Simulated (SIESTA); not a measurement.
The system is SnO.

```xyz
4
Lattice="3.8137 0.0000 0.0000 0.0000 3.8137 0.0000 0.0000 0.0000 4.8869" Properties=species:S:1:pos:R:3 pbc="T T T"
Sn    1.9068    0.0000    3.7367
Sn    0.0000    1.9068    1.1503
O     0.0000    0.0000    0.0000
O     1.9068    1.9068    0.0000
```

The cell is a database's computed one.

Base run:

```yaml
Program: SIESTA 5.4.2
Functional: BLYP
Potentials_or_basis: PseudoDojo 0.4 standard (PBE files)
Basis: DZP (energy shift 0.003 Ry; two zetas on semicore shells)
Grid_cutoff: 800 Ry
Energy_shift: 0.003 Ry
k_mesh: 7 × 7 × 6
Occupations: fermi-dirac, width 0.05 eV
Spin: no spin polarisation
```

Its results: band gap on the k mesh 0.58 eV, indirect (least direct gap 2.12 eV); pressure 11.6 GPa; largest force 1.180 eV/Å.

Question: After a change of settings the same cell gave: band gap on the k mesh 0.41 eV, indirect (least direct gap 1.95 eV); pressure 3.9 GPa; largest force 0.851 eV/Å. Which change was it?
A. functional from BLYP to vdW-DF-cx
B. functional from BLYP to PBEsol; potentials or basis from PseudoDojo 0.4 standard (PBE files) to PseudoDojo 0.4 standard (PBEsol files)
C. functional from BLYP to AM05; potentials or basis from PseudoDojo 0.4 standard (PBE files) to PseudoDojo 0.4 standard (PBEsol files)
D. functional from BLYP to PBE

Answer: A.

Caveats: the potentials were made for another functional, which shifts forces and pressure; spin-orbit coupling is left out, which moves the levels of the heavy elements; the mesh misses the band edges, which the band path finds closer together; the basis of atomic orbitals isn't converged, which shifts pressures, moduli and gaps.

Not every run made on this cell is shown here.
